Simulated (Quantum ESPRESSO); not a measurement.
**GaP: equation of state with PBEsol**

**What was measured.**

“Phosphorous dimerization in GaP at high pressure”, 2017, arxiv:1709.06667 reports, for a bulk crystal of GaP: bulk modulus 87.5 ± 0.6 GPa.

GaP:

```
Ga P
1.0
     0.00000    2.72525    2.72525
     2.72525    0.00000    2.72525
     2.72525    2.72525    0.00000
Ga P
1 1
Direct
  0.00000 0.00000 0.00000
  0.75000 0.75000 0.75000
```

```json
{
  "Program": "Quantum ESPRESSO 7.5",
  "Task": "equation of state",
  "Functional": "PBEsol",
  "Potentials or basis": "PseudoDojo 0.4.1 SR PBEsol standard",
  "Cutoff": "1088 eV",
  "Density cutoff": "4354 eV",
  "k mesh": "8 × 8 × 8",
  "Occupations": "fermi-dirac, width 0.05 eV",
  "Spin": "no spin polarisation"
}
```

```yaml
Equilibrium_volume: 20.12 Å³/atom
Bulk_modulus: 85 GPa
Pressure_derivative_of_the_bulk_modulus: 4.5
```

Energy against volume, from the lowest point:
```tsv
volume (Å³/atom)	energy (meV/atom)
19.026	17.24
19.431	6.48
19.836	0.91
20.240	0.00
20.645	3.26
21.050	10.26
21.455	20.60
```

All runs of the series together: 2.1 min on 1 thread of Intel(R) Xeon(R) Platinum 8488C (Sapphire Rapids), with other jobs on the host.

Measured bulk modulus of GaP: 87.5 GPa (“Phosphorous dimerization in GaP at high pressure”, 2017, arxiv:1709.06667). This calculation gives 85 GPa (-3.2 %). The fit is for a static lattice scaled at fixed shape and fixed fractional positions.
